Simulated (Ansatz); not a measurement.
Here is an Ansatz 0.2.0 calculation.

File input.yaml:

```yaml
crystal:
  lattice:
    - [-2.029189411, 2.029189411, 1.6607599896]
    - [2.029189411, -2.029189411, 1.6607599896]
    - [2.029189411, 2.029189411, -1.6607599896]
  atoms:
    - { symbol: Sn, position: [0.0, 0.0, 0.0] }
hamiltonian:
  xc: pbe
  pseudopotentials: { kind: paw }
  dispersion: d3bjatm
kpoints:
  mp_grid: { grid: [10, 10, 10] }
scf:
  occupations: { method: fermi_dirac, width: 0.05 }
output:
  forces: true
  stress: true
  eigenvalues: true
relax:
  f_tol: 0.01
  max_steps: 40
  cell: { stress_tol: 0.05 }
```

Potentials or basis: Ansatz PAW.

Command:

```bash
$ ansatz run input.yaml --threads 2 --pin off --max-ram 5632MiB --backend cpu --events-out ev --progress --plain --runs-dir out
```

**Question.** Estimate the relaxed volume.

**Answer.** 26.64 Å³/atom.

**Question.** What does it give for the band gap on the k mesh?

**Answer.** None (metal or under the smearing width).

**Question.** Estimate the space group after relaxing (to 0.05 Å).

**Answer.** I4/mmm (No. 139).

The path:
| step | energy change (eV) | largest force (eV/Å) | volume (Å³) |
| --- | --- | --- | --- |
| 1 | 0.0000 | 0.0000 | 27.35 |
| 2 | -0.0040 | 0.0000 | 26.64 |
| 3 | -0.0040 | 0.0000 | 26.64 |
| 4 | -0.0039 | 0.0000 | 26.64 |

Caveat: the plane-wave basis is chosen anew once the cell has moved, so the energies of steps on either side of that aren't comparable; pairwise dispersion overbinds metals, which lowers pressure and volume.
